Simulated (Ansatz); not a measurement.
**Structure relaxation of Ru**

Theory: DFT PBE, scalar-relativistic, plane waves, PAW (Ansatz 0.2.0). Cutoff 420 eV, Γ-centred k mesh, Gaussian smearing, no spin polarisation in the final step.

Ru was placed on the sites of a reported C cell (Fmmm, No. 69), at a guessed volume.

```
Ru
1.0
     0.00000    2.52213    3.96996
     1.45613    0.00000    3.96996
     1.45613    2.52213    0.00000
Ru
2
Direct
  0.16667 0.83333 0.16667
  0.83333 0.16667 0.83333
```

Cell and atoms relax at zero pressure; the relaxation can't lower the symmetry of the start. After a coarse first stage the cell is made exact in the group found at 0.06 Å.

Energies count from the standard state of Ru at the same level.

Question: What does it relax into?

Answer: It ends in I4/mmm (No. 139). Conventional cell: a = 2.742 Å, c = 8.201 Å. Ru is coordinated by 5 Ru at 2.45–2.55 Å and 4 Ru at 2.74 Å.

Space group I4/mmm (No. 139). a = 2.742 Å, b = 2.742 Å, c = 8.201 Å, α = 90.00°, β = 90.00°, γ = 90.00°
```
atom site symmetry x y z
  Ru    4e       4mm  0.0000  0.0000  0.1493
```

Question: What are its volume, energy, density and gap?

Answer: The volume per atom is 15.42 Å³. The density is 10.89 g/cm³, the energy over the standard structure is 0.42 eV/atom and the gap on the 28×28×28 mesh is 0 eV (a metal).

The final run used a 28×28×28 mesh on its 2-atom cell and 0.10 eV smearing. For metals, differences of a few meV/atom aren't resolved. Symmetry constrained the relaxation, so the result can be a saddle point. The steps took roughly 120 core-seconds in all.

This form isn't the element's structure at ambient conditions.